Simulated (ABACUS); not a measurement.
# MnO: single point with PBEsol

MnO:

```xyz
2
Lattice="0.0000 2.2239 2.2239 2.2239 0.0000 2.2239 2.2239 2.2239 0.0000" Properties=species:S:1:pos:R:3 pbc="T T T"
Mn    0.0000    0.0000    0.0000
O     2.2239    2.2239    2.2239
```

The cell is a database's computed one.

```yaml
Program: ABACUS 3.10.1
Task: single point
Functional: PBEsol
Potentials_or_basis: Ansatz NC PBE
Cutoff: 1320 eV
Density_cutoff: 5279 eV
Basis: plane waves
k_mesh: 8 × 8 × 8
Occupations: fermi-dirac, width 0.05 eV
Spin: collinear spin, ferromagnetic start
Starting_moments: "[4.0, 0.0] μB"
Radial_cutoff_of_the_potentials_pseudo_rcut: 10 bohr
SCF_threshold_on_the_density: 1e-08
Max_SCF_steps: 100
Eigensolver: dav
Mixing: broyden
Mixing_share: 0.4
Symmetry_key: 1
```

* Pressure: -8.4 GPa
* Band gap on the k mesh: none (metal or under the smearing width)
* Net moment: 4.71 μB per cell
* Absolute moment: 4.71 μB per cell

Levels at points of the mesh, in eV from the Fermi level:
Spin up:
```tsv
k point	band 9	band 10	band 11	band 12	band 13	band 14	band 15	band 16	band 17
(0.00, 0.00, 0.00)	-3.13	-3.13	-3.13	-2.60	-2.60	-0.55	13.86	16.17	16.17
(0.50, 0.50, 0.50)	-2.21	-2.21	-1.78	0.30	0.30	3.41	7.73	11.80	11.80
(0.50, 0.50, 0.00)	-4.16	-2.17	-1.93	-1.93	-1.82	5.01	7.78	10.33	13.59
```
Spin down:
| k point | band 5 | band 6 | band 7 | band 8 | band 9 | band 10 | band 11 | band 12 |
| --- | --- | --- | --- | --- | --- | --- | --- | --- |
| (0.00, 0.00, 0.00) | -19.77 | -3.32 | -3.32 | -3.32 | 0.66 | 0.70 | 0.70 | 0.70 |
| (0.50, 0.50, 0.50) | -18.81 | -7.39 | -4.82 | -4.82 | 1.89 | 1.93 | 1.93 | 3.61 |
| (0.50, 0.50, 0.00) | -18.84 | -6.42 | -4.31 | -4.31 | -0.88 | 1.92 | 2.12 | 2.37 |

Run time: 17 s on 4 MPI ranks on Intel(R) Xeon(R) Platinum 8375C CPU @ 2.90GHz (Ice Lake), with other jobs on the host, peak memory 0.4 GiB a rank.

Caveat: the potentials were made for another functional, which shifts forces and pressure; a cell with one magnetic atom can't hold antiferromagnetic order, which such compounds often take; semilocal functionals often make such compounds metallic where correlation or magnetic order opens a gap, which also shifts bond lengths. With open d or f shells a metallic result of PBEsol can be an artefact of self-interaction; +U or a hybrid may open a gap.
